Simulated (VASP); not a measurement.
## BaF2 (Frankdicksonite): relaxation of cell and atoms with PBE

BaF2 (Frankdicksonite):

```
CELL_PARAMETERS angstrom
0.00000 3.10005 3.10005
3.10005 0.00000 3.10005
3.10005 3.10005 0.00000
ATOMIC_POSITIONS crystal
Ba 0.00000 0.00000 0.00000
F 0.25000 0.25000 0.25000
F 0.75000 0.75000 0.75000
```

```yaml
Program: VASP 6.6.1
Task: relaxation of cell and atoms
Functional: PBE
Potentials_or_basis: VASP PAW PBE potentials, release 64 (Ba_sv, F)
Cutoff: 600 eV
k_mesh: 8 × 8 × 8
Occupations: gaussian, width 0.03 eV
Spin: no spin polarisation
Further_INCAR_settings: ALGO = Normal; EDIFF = 1e-06; IBRION = 2; EDIFFG = -0.01; NSW = 90; ISIF = 3
```

The relaxed volume is 20.65 Å³/atom, the relaxed cell is a = 4.442 Å, b = 4.442 Å, c = 4.442 Å, α = 60.00°, β = 60.00°, γ = 60.00° and the space group after relaxing (to 0.05 Å) is Fm-3m (No. 225). The energy gained by relaxing is 5.4 meV/atom, the ionic steps are 3 and the pressure after relaxing is 0.0 GPa. The band gap on the k mesh is 6.60 eV, indirect (least direct gap 6.65 eV).

Step by step:
```tsv
step	energy change (eV)	largest force (eV/Å)	pressure (GPa)	volume (Å³)
1	0.0000	0.0000	2.30	59.58
2	-0.0162	0.0000	-0.10	62.07
3	-0.0162	0.0000	0.00	61.95
```

Final structure:
```yaml
crystal:
  lattice:
    - [0.00000, 3.14062, 3.14062]
    - [3.14062, 0.00000, 3.14062]
    - [3.14062, 3.14062, 0.00000]
  atoms:
    - { symbol: Ba, position: [0.00000, 0.00000, 0.00000] }
    - { symbol: F, position: [0.25000, 0.25000, 0.25000] }
    - { symbol: F, position: [0.75000, 0.75000, 0.75000] }
```

Levels at points of the mesh, in eV from the valence-band top:
| k point | band 10 | band 11 | band 12 | band 13 | band 14 | band 15 |
| --- | --- | --- | --- | --- | --- | --- |
| (0.00, 0.00, 0.00) | -0.06 | -0.06 | -0.06 | 6.60 | 9.04 | 9.04 |
| (0.50, 0.00, 0.00) | -0.34 | -0.17 | -0.17 | 8.87 | 9.02 | 9.02 |
| (0.50, 0.50, 0.00) | -0.31 | -0.31 | -0.09 | 7.17 | 8.80 | 10.43 |

It took 37 s on 2 MPI ranks on Intel(R) Xeon(R) Platinum 8488C (Sapphire Rapids), on a shared host, peak memory 0.22 GiB a rank.

Caveat: spin-orbit coupling is left out, which moves the levels of the heavy elements. PBE usually gives volumes a little too large and moduli too small.
